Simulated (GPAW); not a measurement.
Runs of GPAW 26.7.0 on Sb. It takes space group R-3m (No. 166, trigonal). The conventional cell has a = 4.308 Å, b = 4.308 Å, c = 11.274 Å, α = 90.00°, β = 90.00°, γ = 120.00°. Sb (site symmetry 3m) is surrounded by 3 Sb at 2.91 Å. 

```csv
task,level,potentials or basis,cell,k mesh,cutoff (eV),maxiter,optimizer,fmax,max steps,convergence,gap on the mesh (eV),pressure (GPa),relaxed volume (Å³/atom),largest force (eV/Å)
relaxation of cell and atoms,PBEsol+D3(BJ)+ATM,"PAW data sets generated in the run's folder for this functional, pw",relaxed,6 × 6 × 6,600,150,BFGS,0.02 eV/Å,60,density=1e-05 forces=0.0001,none,0.0,(a),-
single point,r2SCAN,"GPAW PAW data sets (gpaw-data 1.2.1), pw",as given,6 × 6 × 6,450,120,-,-,-,default,none,(b),-,0.10
single point,PBEsol,"PAW data sets generated in the run's folder for this functional, pw",as given,8 × 8 × 8,600,150,-,-,-,-,none,-0.3,-,0.09
single point,PBEsol,"PAW data sets generated in the run's folder for this functional, pw","atoms moved at random, drawn with an rms of 0.05 Å",8 × 8 × 8,600,150,-,-,-,-,none,-0.8,-,0.12
relaxation of cell and atoms,PBEsol+D3,"PAW data sets generated in the run's folder for this functional, pw",relaxed,6 × 6 × 6,600,150,BFGS,0.02 eV/Å,60,density=1e-05 forces=0.0001,none,-0.1,29.36,0.02
```

Alike in all rows: no spin polarisation; smearing fermi-dirac 0.05 eV.

Question: Fill in the values left out.

Answer: (a) 28.51; (b) -0.2.

Caveats: later steps reuse the first step's grids (some runs); pairwise dispersion overbinds metals, which lowers pressure and volume (some runs); the cutoff is short for stress and forces, so pressures can be off by a GPa or more (some runs); the PAW data sets were made with another functional, which shifts forces and pressure a little (some runs).

A k mesh can miss the band edges, and the runs leave out spin-orbit coupling on Sb.

A gap of «none» marks a metal or a gap under the smearing width.

Runs at the PBE level aren't shown here.
